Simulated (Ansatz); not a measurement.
**Ti in Ansatz: the effect of functional**

Crystal: Ti.

```
Ti
1.0
    -1.64100    1.64100    1.64100
     1.64100   -1.64100    1.64100
     1.64100    1.64100   -1.64100
Ti
1
Cartesian
  0.0000 0.0000 0.0000
```

This isn't the form of Ti at room conditions, which is hcp.

Alike in all runs:

| Property | Result |
| --- | --- |
| Program | Ansatz 0.2.0 |
| Task | band structure |
| Potentials or basis | Ansatz PAW |
| k mesh | 7 × 7 × 7 |
| Occupations | fermi-dirac, width 0.05 eV |
| Spin | no spin polarisation |

**Question.** One run gave: pressure -9.8 GPa. Which functional did it use?
A. LDA
B. r2SCAN
C. PBEsol

**Answer.** A.

| functional | cutoff | pressure (GPa) |
| --- | --- | --- |
| LDA | 420 eV (not typed: the program's choice for these potentials) | -9.8 |
| PBEsol | 420 eV (not typed: the program's choice for these potentials) | -5.8 |
| r2SCAN | 500 eV (not typed: the program's choice for these potentials) | -2.5 |

Caveats: all runs use coarse meshes; the PAW data sets come from PBE, with cores solved anew for the run's functional, which leaves a small shift of forces and pressure.
